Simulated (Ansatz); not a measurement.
**ZrN: a line through a two-coordinate scan**

An exercise on one series of results from a longer session: the logs are not shown, and one member is left open.

Method: DFT LDA, scalar-relativistic, plane waves, PAW, in Ansatz 0.2.0.

30 further runs of the same task are left out: 30 set aside as unsound or not needed. Runs told in other sessions of the task aren't counted.

## The starting structure

Symmetry: Fm-3m, No. 225, cubic system. Conventional cell: a = 4.525 Å, b = 4.525 Å, c = 4.525 Å, α = 90.00°, β = 90.00°, γ = 90.00°. Zr (site symmetry m-3m) has 6 N at 2.26 Å in its first shell of neighbours. N (site symmetry m-3m) has 6 Zr at 2.26 Å in its first shell of neighbours.

As a file:

```
Zr N
1.0
     0.00000    2.26260    2.26260
     2.26260    0.00000    2.26260
     2.26260    2.26260    0.00000
Zr N
1 1
Direct
  0.00000 0.00000 0.00000
  0.50000 0.50000 0.50000
```

It is the result of an earlier relaxation at this level (volume 11.58 Å³/atom; gap on the mesh: none (metal)).

## Plan of the line

The energy is mapped over volume and a fixed ferromagnetic moment.

First coordinate, volume per atom: 7 values from 10.19 to 12.97 Å³. Second coordinate, total spin moment of the cell, held fixed: 9 values from 0.000 to 1.000 μB.

Nothing else is relaxed (shape and fractional coordinates fixed). Points are written as (first, second).

The first run:

Input file input.yaml:

```yaml
crystal:
  lattice:
    - [0.0, 2.1682066632, 2.1682066632]
    - [2.1682066632, 0.0, 2.1682066632]
    - [2.1682066632, 2.1682066632, 0.0]
  atoms:
    - { symbol: Zr, position: [0.0, 0.0, 0.0], spin: 0.875 }
    - { symbol: "N", position: [0.5, 0.5, 0.5] }
basis:
  ecutwfc: 520.0
kpoints:
  mp_grid: { grid: [18, 18, 18] }
hamiltonian:
  xc: lda
  pseudopotentials: { kind: paw, azcp: { folder: soft_1 } }
scf:
  occupations: { method: gaussian, width: 0.15 }
  lower_state_search: "off"
output:
  forces: true
  stress: true
  eigenvalues: true
  populations: true
magnetization:
  spin_polarized: true
  initial_magnetization: 0.875
  spin_locking: { lock_magnetization: hard }
```

Run with:

```sh
$ ansatz run input.yaml --threads 2 --pin off --max-ram 4096MiB --backend cpu --events-out ev --progress --plain --runs-dir out
```

Among the steps run: Grid point (10.19 Å³, 0.875 μB); Grid point (10.66 Å³, 0.875 μB); The run at (11.12 Å³, 0.875 μB); The run at (11.58 Å³, 0.875 μB); The run at (12.05 Å³, 0.875 μB); Grid point (12.51 Å³, 0.875 μB); Grid point (12.97 Å³, 0.875 μB).

One table of the session follows, with a row left open; its other results are not shown here.

It belongs to the step «The line in numbers». 

| volume per atom (Å³) | energy (meV/atom) | pressure (GPa) |
| --- | --- | --- |
| 10.19 | 231 | 53 |
| 10.66 | 106 | 34 |
| 11.12 | 32 | 18 |
| 11.58 | 0 | 5 |
| 12.05 | ? | ? |
| 12.51 | 30 | −14 |
| 12.97 | 80 | −21 |

Q: Estimate the row for volume per atom (Å³) = 12.05 from the others.

Worked estimate for «energy (meV/atom)». A straight line through the neighbours (11.58, 0) and (12.51, 30) gives 0 + (30 − 0) × (12.05 − 11.58) / (12.51 − 11.58) = 15.2; a parabola fitted to 4 rows on both sides gives 1.3.

**Answer.** energy (meV/atom): 1.2; pressure (GPa): −5. In «energy (meV/atom)» the line misses by +14.0 and the parabola by +0.1.

Energies count from the lowest point of the line.

What this shows: Of the points computed the energy is lowest at 11.58 Å³. A parabola through the lowest point and its two neighbours puts the minimum at 11.798 Å³, with a curvature of about 160 meV/atom per (Å³)². The highest point computed, at 10.19 Å³, lies 231 meV/atom above the lowest.

To keep in mind: Warnings in the runs' records: pseudo functional mismatch, stress scf threshold loose.
